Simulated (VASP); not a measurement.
# SnSe (Fm-3m) in VASP: a series of runs

Runs on SnSe. Level: HSE06. Tasks: single point.

Program: VASP 6.6.1. These are calculated values, not measurements. Logs are shortened: lines on timing, memory, paths and dates and some standing lists are left out, and cuts for length are marked.

## 1. The crystal as given

Symmetry: Fm-3m, No. 225, cubic system. The conventional cell has a = 6.020 Å, b = 6.020 Å, c = 6.020 Å, α = 90.00°, β = 90.00°, γ = 90.00°. Sn (site symmetry m-3m) is surrounded by 6 Se at 3.01 Å. Around Se (site symmetry m-3m) lie 6 Sn at 3.01 Å.

Measurements of this composition are mostly on another form, of space group No. 62.

## 2. Single point, HSE06

Input file POSCAR:

```
SnSe
1.0
    0.0000000000      3.0100000000      3.0100000000
    3.0100000000      0.0000000000      3.0100000000
    3.0100000000      3.0100000000      0.0000000000
Sn Se
1 1
Direct
    0.0000000000      0.0000000000      0.0000000000
    0.5000000000      0.5000000000      0.5000000000
```

Input file INCAR.step1:

```
SYSTEM = SnSe
ALGO = Normal
EDIFF = 1E-5
ENCUT = 400
GGA = PE
ISIF = 2
ISMEAR = 0
LASPH = .TRUE.
LREAL = .FALSE.
LWAVE = .TRUE.
NBANDS = 18
NELM = 100
NKRED = 1
PREC = Accurate
SIGMA = 0.01
```

Input file INCAR.step2:

```
SYSTEM = SnSe
ALGO = Normal
EDIFF = 1E-6
ENCUT = 400
GGA = PE
HFSCREEN = 0.2
ISIF = 2
ISMEAR = 0
ISTART = 1
LASPH = .TRUE.
LCHARG = .FALSE.
LHFCALC = .TRUE.
LREAL = .FALSE.
LWAVE = .FALSE.
NBANDS = 18
NELM = 100
NKRED = 1
PREC = Accurate
PRECFOCK = Fast
SIGMA = 0.01
```

Input file KPOINTS:

```
k-points
0
G
  4 4 4
  0 0 0
```

Potentials or basis: VASP PAW PBE potentials, release 64 (Sn_d, Se).

Command:

```bash
cat potpaw_PBE.64/Sn_d/POTCAR potpaw_PBE.64/Se/POTCAR > POTCAR
cp INCAR.step1 INCAR
mpirun -np 1 vasp_std > vasp.out
cp INCAR.step2 INCAR
mpirun -np 1 vasp_std > vasp.out
```

OUTCAR:

```text
SYSTEM = SnSe
   EDIFF = 1E-6
   ENCUT = 400
   GGA = PE
   HFSCREEN = 0.2
   ISIF = 2
   ISMEAR = 0
   ISTART = 1
   LASPH = .TRUE.
   LHFCALC = .TRUE.
   LREAL = .FALSE.
   NELM = 100
   NKRED = 1
   PREC = Accurate
   PRECFOCK = Fast

 Found      8 irreducible k-points:

 Following reciprocal coordinates:
            Coordinates               Weight
  0.000000  0.000000  0.000000      1.000000
  0.250000  0.000000  0.000000      8.000000
  0.500000  0.000000  0.000000      4.000000
  0.250000  0.250000  0.000000      6.000000
  0.500000  0.250000  0.000000     24.000000
 -0.250000  0.250000  0.000000     12.000000
   k-points           NKPTS =      8   k-points in BZ     NKDIM =     64   number of bands    NBANDS=     18
   number of dos      NEDOS =    301   number of ions     NIONS =      2
   total plane-waves  NPLWV =  21952
   dimension x,y,z NGX =    28 NGY =   28 NGZ =   28
   dimension x,y,z NGXF=    56 NGYF=   56 NGZF=   56
   ions per type =               1   1
   NGX,Y,Z   is equivalent  to a cutoff of  10.94, 10.94, 10.94 a.u.
   NGXF,Y,Z  is equivalent  to a cutoff of  21.87, 21.87, 21.87 a.u.
 SYSTEM =  SnSe
   PREC   = accura    normal or accurate (medium, high low for compatibility)
   ISTART =      1    job   : 0-new  1-cont  2-samecut
   ICHARG =      0    charge: 1-file 2-atom 10-const
   ISPIN  =      1    spin polarized calculation?
   LNONCOLLINEAR =      F non collinear calculations
   LSORBIT =      F    spin-orbit coupling
   LASPH  =      T    aspherical Exc in radial PAW
   ENCUT  =  400.0 eV  29.40 Ry    5.42 a.u.   6.94  6.94  6.94*2*pi/ulx,y,z
   NELM   =    100;   NELMIN=  2; NELMDL=  0     # of ELM steps
   EDIFF  = 0.1E-05   stopping-criterion for ELM
   LREAL  =      F    real-space projection
   EDIFFG = 0.1E-04   stopping-criterion for IOM
   NSW    =      0    number of steps for IOM
   IBRION =     -1    ionic relax: 0-MD 1-quasi-New 2-CG
   NFREE  =      0    steps in history (QN), initial steepest desc. (CG)
   ISIF   =      2    stress and relaxation
   ISYM   =      3    0-nonsym 1-usesym 2-fastsym
   POTIM  = 0.5000    time-step for ionic-motion
   TEBEG  =    0.0;   TEEND  =   0.0 temperature during run
   PSTRESS=    0.0 pullay stress
   NELECT =      20.0000    total number of electrons
   NUPDOWN=      -1.0000    fix difference up-down
   EMIN   =  10.00;   EMAX   =-10.00  energy-range for DOS
   EFERMI =   0.00;   METHOD = LEGACY
   ISMEAR =     0;   SIGMA  =   0.01  broadening in eV -4-tet -1-fermi 0-gaus
   EFERMI_NEDOS =   21; number of points for ismear=-14 and -15
   IALGO  =     38    algorithm
   IMIX   =      1    mixing-type and parameters
     AMIX     =   0.40;   BMIX     =  1.00
     AMIX_MAG =   1.60;   BMIX_MAG =  1.00
  volume/ion in A,a.u.               =      27.27       184.03
  Fermi-wavevector in a.u.,A,eV,Ry     =   1.171768  2.214321 18.681350  1.373040
  Thomas-Fermi vector in A             =   2.308207
   LORBIT       =      0    0 simple, 1 ext, 2 COOP (PROOUT), +10 PAW based schemes
   GGA     = PE    functional components
   LHFCALC =     T    Hartree Fock is set to
   PRECFOCK=fast      Normal, Fast or Accurate (Low or Medium for compatibility)
   ENCUT4O =  -1.0   cutoff for four orbital integrals eV
   NKREDX  =     1    reduce k-point grid by
   NKREDY  =     1    reduce k-point grid by
   NKREDZ  =     1    reduce k-point grid by
   AEXX    =    0.2500 exact exchange contribution
   HFSCREEN=    0.2000 screening length (either q_TF or 0.3 A-1)
   HFSCREENC=   0.2000 screening length for correlation (either q_TF or 0.3 A-1)
   ENCUTFOCK=  -1.0 apply spherical cutoff to Coloumb kernel
   IVDW    =     0    specifies the selected vdW correction
   LEPSILON=     F    determine dielectric tensor
   LRPA    =     F    only Hartree local field effects (RPA)
 non-spin polarized calculation
 Gauss-broadening in eV      SIGMA  =   0.01
  energy-cutoff  :      400.00
  volume of cell :       54.54
 maximum number of plane-waves:       998
  NGX = 16; NGY = 16; NGZ = 16

 number of electron      19.9999997 magnetization

 Free energy of the ion-electron system (eV)
  ---------------------------------------------------
  ext. energy  EPLUGINS =         0.00000000
  ---------------------------------------------------
  free energy    TOTEN  =        -9.81798315 eV

  energy without entropy =       -9.81798315  energy(sigma->0) =       -9.81798315

 E-fermi :   5.6498     XC(G=0):  -8.0059

 val. band max:        5.5979597818   @ k =   0.5000   0.0000   0.0000
 cond. band min:       6.0763769737   @ k =   0.5000   0.0000   0.0000
 fundamental gap:      0.4784171919
 Fermi energy:         5.6497633101

 k-point     1 :       0.0000    0.0000    0.0000
  band No.  band energies     occupation
      1     -18.5622      2.00000
      2     -18.5622      2.00000
      3     -18.5556      2.00000
      4     -18.5556      2.00000
      5     -18.5556      2.00000
      6     -10.1064      2.00000
      7      -0.0709      2.00000
      8       2.7516      2.00000
      9       2.7516      2.00000
     10       2.7516      2.00000
     11      10.4052      0.00000
     12      10.4052      0.00000
     13      10.4052      0.00000
     14      11.7931      0.00000
     15      11.7931      0.00000
     16      11.7931      0.00000
     17      14.1864      0.00000
     18      14.1865      0.00000

 k-point     2 :       0.2500    0.0000    0.0000
  band No.  band energies     occupation
      1     -18.5663      2.00000
      2     -18.5663      2.00000
      3     -18.5546      2.00000
      4     -18.5499      2.00000
      5     -18.5499      2.00000
      6      -9.6582      2.00000
      7      -2.0963      2.00000
      8       2.8416      2.00000
      9       2.8416      2.00000
     10       4.3175      2.00000
     11       7.9441      0.00000
     12       8.2872      0.00000
     13       8.2872      0.00000
     14      12.0998      0.00000
     15      13.2124      0.00000
     16      13.2124      0.00000
     17      17.6201      0.00000
     18      17.6204      0.00000

 k-point     3 :       0.5000    0.0000    0.0000
  band No.  band energies     occupation
      1     -18.5710      2.00000
      2     -18.5710      2.00000
      3     -18.5535      2.00000
      4     -18.5435      2.00000
      5     -18.5435      2.00000
      6      -9.0679      2.00000
      7      -3.6203      2.00000
      8       2.9955      2.00000
      9       2.9955      2.00000
     10       5.5980      2.00000
     11       6.0764      0.00000
     12       6.9968      0.00000
     13       6.9968      0.00000
     14      14.3069      0.00000
     15      16.3260      0.00000
     16      16.4091      0.00000
     17      16.4091      0.00000
     18      17.3753      0.00000

 k-point     4 :       0.2500    0.2500    0.0000
  band No.  band energies     occupation
      1     -18.5759      2.00000
      2     -18.5590      2.00000
      3     -18.5585      2.00000
      4     -18.5470      2.00000
      5     -18.5470      2.00000
      6      -9.5099      2.00000
      7      -1.7433      2.00000
      8       1.8840      2.00000
      9       1.8840      2.00000
     10       3.4815      2.00000
     11       7.9098      0.00000
     12       9.7314      0.00000
     13      10.5279      0.00000
     14      10.5279      0.00000
     15      15.0319      0.00000
     16      15.2785      0.00000
     17      15.2785      0.00000
     18      15.9574      0.00000

 k-point     5 :       0.5000    0.2500    0.0000
  band No.  band energies     occupation
      1     -18.5815      2.00000
      2     -18.5624      2.00000
      3     -18.5555      2.00000
      4     -18.5441      2.00000
      5     -18.5413      2.00000
      6      -8.9250      2.00000
      7      -2.7925      2.00000
      8       0.7827      2.00000
      9       1.8821      2.00000
     10       2.9841      2.00000
     11       8.5397      0.00000
     12       9.1769      0.00000
     13      10.2860      0.00000
     14      11.3728      0.00000
     15      16.0454      0.00000
     16      16.8904      0.00000
     17      17.6494      0.00000
     18      18.0264      0.00000

 k-point     6 :      -0.2500    0.2500    0.0000
  band No.  band energies     occupation
      1     -18.5723      2.00000
      2     -18.5681      2.00000
      3     -18.5510      2.00000
      4     -18.5468      2.00000
      5     -18.5463      2.00000
      6      -9.1176      2.00000
      7      -2.8474      2.00000
      8       0.8018      2.00000
      9       2.8674      2.00000
     10       4.7436      2.00000
     11       6.8959      0.00000
     12       7.5199      0.00000
     13      10.2175      0.00000
     14      13.6242      0.00000
     15      13.7178      0.00000
     16      15.3427      0.00000
     17      16.5050      0.00000
     18      17.6885      0.00000

 [... further k-points ...]

------------------------ aborting loop because EDIFF is reached ----------------------------------------

  FORCE on cell =-STRESS in cart. coord.  units (eV):
  Direction    XX          YY          ZZ          XY          YZ          ZX
  --------------------------------------------------------------------------------------
  -------------------------------------------------------------------------------------
  Total       -0.6525785     -0.6525785     -0.6525785      0.0000000      0.0000000     -0.0000000
  in kB      -19.1696362    -19.1696362    -19.1696362      0.0000000      0.0000000     -0.0000000
  external PRESSURE =     -19.1696362 kB  Pullay stress =       0.0000000 kB

 VOLUME and BASIS-vectors are now :
 -----------------------------------------------------------------------------
  energy-cutoff  :      400.00
  volume of cell :       54.54
      direct lattice vectors                 reciprocal lattice vectors
     0.000000000  3.010000000  3.010000000    -0.166112957  0.166112957  0.166112957
     3.010000000  0.000000000  3.010000000     0.166112957 -0.166112957  0.166112957
     3.010000000  3.010000000  0.000000000     0.166112957  0.166112957 -0.166112957

 POSITION                                       TOTAL-FORCE (eV/Angst)
 -----------------------------------------------------------------------------------
      0.00000      0.00000      0.00000         0.000000      0.000000      0.000000
      3.01000      3.01000      3.01000         0.000000     -0.000000     -0.000000
 -----------------------------------------------------------------------------------
    total drift:                               -0.000000     -0.000000     -0.000000

  FREE ENERGIE OF THE ION-ELECTRON SYSTEM (eV)
  ---------------------------------------------------
  free  energy   TOTEN  =        -9.8179831533 eV

  energy  without entropy=       -9.8179831533  energy(sigma->0) =       -9.81798315
```

It took 2.4 min on 1 thread of Intel Xeon Platinum 8559C (Emerald Rapids), shared host; peak memory 0.25 GiB.

The run converged, but some of its settings lie outside the range that counts as converged, so its numbers aren't taken as properties of the crystal.

What came out:

| Item | Value |
| --- | --- |
| Free energy | -9.8180 eV |
| Pressure | -1.9 GPa |
| Band gap on the k mesh | 0.48 eV, direct |

Caveat: the k mesh is coarse (spacing up to 0.45 Å⁻¹), so the values aren't converged, least of all with exact exchange; the PAW data sets were made with another functional, which shifts forces and pressure a little; spin-orbit coupling is left out, which moves the levels of the heavy elements.

## 3. Single point, HSE06

POSCAR is that of step 2.

INCAR.step1, as its differences from that of step 2:

```diff
@@ -3,3 +3,3 @@
 EDIFF = 1E-5
-ENCUT = 400
+ENCUT = 350
 GGA = PE
```

INCAR.step2, as its differences from that of step 2:

```diff
@@ -3,3 +3,3 @@
 EDIFF = 1E-6
-ENCUT = 400
+ENCUT = 350
 GGA = PE
```

Input file KPOINTS:

```
k-points
0
G
  5 5 5
  0 0 0
```

Potentials or basis: VASP PAW PBE potentials, release 64 (Sn_d, Se).

Command:

```bash
cat potpaw_PBE.64/Sn_d/POTCAR potpaw_PBE.64/Se/POTCAR > POTCAR
cp INCAR.step1 INCAR
mpirun -np 1 vasp_std > vasp.out
cp INCAR.step2 INCAR
mpirun -np 1 vasp_std > vasp.out
```

OUTCAR:

```text
SYSTEM = SnSe
   EDIFF = 1E-6
   ENCUT = 350
   GGA = PE
   HFSCREEN = 0.2
   ISIF = 2
   ISMEAR = 0
   ISTART = 1
   LASPH = .TRUE.
   LHFCALC = .TRUE.
   LREAL = .FALSE.
   NELM = 100
   NKRED = 1
   PREC = Accurate
   PRECFOCK = Fast

 Found     10 irreducible k-points:

 Following reciprocal coordinates:
            Coordinates               Weight
  0.000000  0.000000  0.000000      1.000000
  0.200000  0.000000  0.000000      8.000000
  0.400000  0.000000  0.000000      8.000000
  0.200000  0.200000  0.000000      6.000000
  0.400000  0.200000  0.000000     24.000000
 -0.400000  0.200000  0.000000     24.000000
   k-points           NKPTS =     10   k-points in BZ     NKDIM =    125   number of bands    NBANDS=     18
   number of dos      NEDOS =    301   number of ions     NIONS =      2
   total plane-waves  NPLWV =  21952
   dimension x,y,z NGX =    28 NGY =   28 NGZ =   28
   dimension x,y,z NGXF=    56 NGYF=   56 NGZF=   56
   ions per type =               1   1
   NGX,Y,Z   is equivalent  to a cutoff of  10.94, 10.94, 10.94 a.u.
   NGXF,Y,Z  is equivalent  to a cutoff of  21.87, 21.87, 21.87 a.u.
 SYSTEM =  SnSe
   PREC   = accura    normal or accurate (medium, high low for compatibility)
   ISTART =      1    job   : 0-new  1-cont  2-samecut
   ICHARG =      0    charge: 1-file 2-atom 10-const
   ISPIN  =      1    spin polarized calculation?
   LNONCOLLINEAR =      F non collinear calculations
   LSORBIT =      F    spin-orbit coupling
   LASPH  =      T    aspherical Exc in radial PAW
   ENCUT  =  350.0 eV  25.72 Ry    5.07 a.u.   6.49  6.49  6.49*2*pi/ulx,y,z
   NELM   =    100;   NELMIN=  2; NELMDL=  0     # of ELM steps
   EDIFF  = 0.1E-05   stopping-criterion for ELM
   LREAL  =      F    real-space projection
   EDIFFG = 0.1E-04   stopping-criterion for IOM
   NSW    =      0    number of steps for IOM
   IBRION =     -1    ionic relax: 0-MD 1-quasi-New 2-CG
   NFREE  =      0    steps in history (QN), initial steepest desc. (CG)
   ISIF   =      2    stress and relaxation
   ISYM   =      3    0-nonsym 1-usesym 2-fastsym
   POTIM  = 0.5000    time-step for ionic-motion
   TEBEG  =    0.0;   TEEND  =   0.0 temperature during run
[... 18 lines left out ...]
   ENCUT4O =  -1.0   cutoff for four orbital integrals eV
   NKREDX  =     1    reduce k-point grid by
   NKREDY  =     1    reduce k-point grid by
   NKREDZ  =     1    reduce k-point grid by
   AEXX    =    0.2500 exact exchange contribution
   HFSCREEN=    0.2000 screening length (either q_TF or 0.3 A-1)
   HFSCREENC=   0.2000 screening length for correlation (either q_TF or 0.3 A-1)
   ENCUTFOCK=  -1.0 apply spherical cutoff to Coloumb kernel
   IVDW    =     0    specifies the selected vdW correction
   LEPSILON=     F    determine dielectric tensor
   LRPA    =     F    only Hartree local field effects (RPA)
 non-spin polarized calculation
 Gauss-broadening in eV      SIGMA  =   0.01
  energy-cutoff  :      350.00
  volume of cell :       54.54
 maximum number of plane-waves:       869
 NGX is ok and might be reduce to    28
  NGX = 16; NGY = 16; NGZ = 16

 number of electron      19.9999997 magnetization

 Free energy of the ion-electron system (eV)
  ---------------------------------------------------
  ext. energy  EPLUGINS =         0.00000000
  ---------------------------------------------------
  free energy    TOTEN  =        -9.81032581 eV

  energy without entropy =       -9.81032581  energy(sigma->0) =       -9.81032581

 E-fermi :   5.3130     XC(G=0):  -7.9845

 val. band max:        5.2494936494   @ k =   0.4000   0.0000   0.0000
 cond. band min:       6.5842331213   @ k =  -0.2000   0.2000   0.0000
 fundamental gap:      1.3347394718
 Fermi energy:         5.3129749630

 k-point     1 :       0.0000    0.0000    0.0000
  band No.  band energies     occupation
      1     -18.5217      2.00000
      2     -18.5217      2.00000
      3     -18.5166      2.00000
      4     -18.5166      2.00000
      5     -18.5166      2.00000
      6     -10.0406      2.00000
[... 103 lines left out ...]
      5     -18.5039      2.00000
      6      -8.8574      2.00000
[... 10 lines left out ...]
     17      18.0841      0.00000
     18      19.3721      0.00000

 [... further k-points ...]

------------------------ aborting loop because EDIFF is reached ----------------------------------------

  FORCE on cell =-STRESS in cart. coord.  units (eV):
  Direction    XX          YY          ZZ          XY          YZ          ZX
  --------------------------------------------------------------------------------------
  -------------------------------------------------------------------------------------
  Total       -0.2281674     -0.2281674     -0.2281674     -0.0000000     -0.0000000      0.0000000
  in kB       -6.7024661     -6.7024661     -6.7024661     -0.0000000     -0.0000000      0.0000000
  external PRESSURE =      -6.7024661 kB  Pullay stress =       0.0000000 kB

 VOLUME and BASIS-vectors are now :
 -----------------------------------------------------------------------------
  energy-cutoff  :      350.00
  volume of cell :       54.54
      direct lattice vectors                 reciprocal lattice vectors
     0.000000000  3.010000000  3.010000000    -0.166112957  0.166112957  0.166112957
     3.010000000  0.000000000  3.010000000     0.166112957 -0.166112957  0.166112957
     3.010000000  3.010000000  0.000000000     0.166112957  0.166112957 -0.166112957

 POSITION                                       TOTAL-FORCE (eV/Angst)
 -----------------------------------------------------------------------------------
      0.00000      0.00000      0.00000         0.000000      0.000000      0.000000
      3.01000      3.01000      3.01000         0.000000      0.000000      0.000000
 -----------------------------------------------------------------------------------
    total drift:                               -0.000000     -0.000002     -0.000000

  FREE ENERGIE OF THE ION-ELECTRON SYSTEM (eV)
  ---------------------------------------------------
  free  energy   TOTEN  =        -9.8103258086 eV

  energy  without entropy=       -9.8103258086  energy(sigma->0) =       -9.81032581
```

Run time: 4.9 min. Hardware: 1 thread of Intel Xeon Platinum 8559C (Emerald Rapids), shared host; peak memory 0.26 GiB.

These settings aren't checked as converged: the numbers below hold their error.

Results:

| Property | Result |
| --- | --- |
| Free energy | -9.8103 eV |
| Pressure | -0.7 GPa |

Caveat: this odd mesh misses L, where the gap lies, so gap, dielectric constants and Born charges aren't listed; the PAW data sets were made with another functional, which shifts forces and pressure a little.

## 4. For comparison

An earlier run on the cell as given: functional PBEsol; potentials or basis VASP PAW PBE potentials, release 64 (Sn_d, Se); cutoff 520 eV; k mesh 8 × 8 × 8; occupations fermi-dirac, width 0.05 eV; no spin polarisation.

- Pressure: -1.9 GPa
- Band gap on the k mesh: 0.65 eV, direct
